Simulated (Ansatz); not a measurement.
Y, 4 atoms in the cell. The structure is hexagonal, space group P6_3/mmc (No. 194). The conventional cell has a = 3.643 Å, b = 3.643 Å, c = 11.844 Å, α = 90.00°, β = 90.00°, γ = 120.00°. Y (site symmetry -6m2) has 12 Y at 3.63 to 3.64 Å as nearest neighbours. Y (site symmetry -3m) has 12 Y at 3.63 to 3.64 Å as nearest neighbours. 

```yaml
Program: Ansatz 0.2.0
Task: relaxation of cell and atoms
Functional: LDA
Potentials_or_basis: Ansatz PAW
Cutoff: "420 eV (not typed: the program's choice for these potentials)"
k_mesh: 8 × 8 × 3
Occupations: fermi-dirac, width 0.05 eV
Spin: no spin polarisation
```

Potentials or basis: Ansatz PAW.

Launch:

```sh
$ ansatz run input.yaml --threads 2 --pin off --max-ram 5632MiB --backend cpu --events-out ev --progress --plain --runs-dir out
```

Hardware: 2 threads of Arm Neoverse V2 (shared host).

Problem. How long does it take, and how much memory?

Solution. It took 8.1 s on 2 threads of Arm Neoverse V2, on a shared host, peak memory 0.38 GiB. Counts: scf iterations 21, plane waves 2299, k points 20, bands 27, ion steps 5.
